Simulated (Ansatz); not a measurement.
AlRu:

```
Ru Al
1.0
     2.99160    0.00000    0.00000
     0.00000    2.99160    0.00000
     0.00000    0.00000    2.99160
Ru Al
1 1
Direct
  0.50000 0.50000 0.50000
  0.00000 0.00000 0.00000
```

| Item | Value |
| --- | --- |
| Program | Ansatz 0.2.0 |
| Task | single point |
| Functional | PBE |
| Potentials or basis | all-electron LAPW, scalar-relativistic |
| Cutoff | 241 eV (chosen from the basis error) |
| Basis error allowed | 0.001 eV/atom |
| k mesh | 9 × 9 × 9 |
| Occupations | fermi-dirac, width 0.05 eV |
| Spin | no spin polarisation |

On this cell: pressure 2.5 GPa; largest force zero by symmetry; band gap on the k mesh none (metal or under the smearing width).

The same run follows on a disturbed copy (atoms moved at random, drawn with an rms of 0.05 Å):

```
Ru Al
1.0
     2.99160    0.00000    0.00000
     0.00000    2.99160    0.00000
     0.00000    0.00000    2.99160
Ru Al
1 1
Direct
  0.49700 0.51102 0.48780
  0.99568 0.99117 0.01002
```

Q: What does the disturbed cell give?

A: The energy (extrapolated to zero smearing) moves by +15.6 meV/atom; pressure 3.1 GPa; largest force 0.702 eV/Å; band gap on the k mesh none (metal or under the smearing width).

Forces in eV/Å, atoms in the order of the input:
```
Ru  -0.032 -0.468  0.523
Al   0.032  0.468 -0.523
```

Stress tensor (GPa, compression positive):
```
 3.33  0.04 -0.04
 0.04  3.02 -0.61
-0.04 -0.61  2.94
```
